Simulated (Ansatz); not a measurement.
## Property card for LiCl

Theory: Ansatz 0.2.0, DFT PBE, scalar-relativistic, plane waves, PAW.

Cutoff 420 eV; k points 8×8×8 on the computed 2-atom cell (Γ-centred); Gaussian smearing, width 0.02 eV; no spin polarisation.

The structure is relaxed at this level of theory with its symmetry kept.

```cif
data_structure
_symmetry_space_group_name_H-M 'Fm-3m'
_symmetry_Int_Tables_number 225
_cell_length_a 5.1503
_cell_length_b 5.1503
_cell_length_c 5.1503
_cell_angle_alpha 90.000
_cell_angle_beta 90.000
_cell_angle_gamma 90.000
_cell_volume 136.61
loop_
_atom_site_label
_atom_site_type_symbol
_atom_site_symmetry_multiplicity
_atom_site_Wyckoff_symbol
_atom_site_fract_x
_atom_site_fract_y
_atom_site_fract_z
_atom_site_occupancy
Li1 Li 4 a 0.00000 0.00000 0.00000 1
Cl1 Cl 4 b 0.50000 0.00000 0.00000 1
```

Q: Formation energy from the elements' standard states (uncorrected)?

A: -1.852 eV/atom.

Q: Kohn–Sham band gap?

A: 6.26 eV, indirect from (-0.073, 0.000, 0.073) to Γ.

Q: Löwdin character of the top 1 eV of the valence band?

A: Cl 3p 98 %.

Q: Electron masses at the edge by Cartesian direction of the standard setting (m_e; degenerate bands sorted by energy; no spin-orbit coupling)?

A: x: 0.47; y: 0.47; z: 0.47.

Q: Hole masses at the edge by Cartesian direction of the standard setting (m_e; degenerate bands sorted by energy; no spin-orbit coupling)?

A: x: 1.2; y: 2.1; z: 1.2.

Q: Bulk modulus?

A: 32 GPa.

Q: Its pressure derivative?

A: 4.3.

Q: Electronic dielectric constant xx, yy, zz of the standard setting (independent particles)?

A: 3.2, 3.2, 3.2.

Q: Bader charges (e)?

A: Li (1 in the cell) 0.90, Cl (1 in the cell) -0.90.